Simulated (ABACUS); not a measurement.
The system is Sn.

```
Sn
1.0
     0.00000    3.23334    3.23334
     3.23334    0.00000    3.23334
     3.23334    3.23334    0.00000
Sn
2
Direct
  0.75000 0.75000 0.75000
  0.50000 0.50000 0.50000
```

This isn't the form of Sn at room conditions, which is tetragonal (white tin).

```yaml
Program: ABACUS 3.10.1
Task: single point
Functional: PBE
Potentials_or_basis: PseudoDojo NC SR 0.4.1 PBE standard
Cutoff: 993 eV
Density_cutoff: 3973 eV
Basis: plane waves
k_mesh: 7 × 7 × 7
Occupations: fermi-dirac, width 0.05 eV
Spin: no spin polarisation
```

On this cell: pressure 3.9 GPa; largest force zero by symmetry; band gap on the k mesh none (metal or under the smearing width).

The same run follows on a disturbed copy (atoms moved at random, drawn with an rms of 0.05 Å):

```
CELL_PARAMETERS angstrom
0.00000 3.23334 3.23334
3.23334 0.00000 3.23334
3.23334 3.23334 0.00000
ATOMIC_POSITIONS crystal
Sn 0.75132 0.75902 0.76259
Sn 0.49467 0.50900 0.50001
```

Question: What does the disturbed cell give?

Answer: The energy (extrapolated to zero smearing) moves by +11.9 meV/atom; pressure 4.0 GPa; largest force 0.593 eV/Å; band gap on the k mesh none (metal or under the smearing width).

Forces on the atoms (eV/Å):
```
Sn  -0.307 -0.491 -0.124
Sn   0.307  0.491  0.124
```

Stress tensor (GPa, compression positive):
```
 4.04 -0.46 -1.53
-0.46  3.98 -0.98
-1.53 -0.98  4.08
```
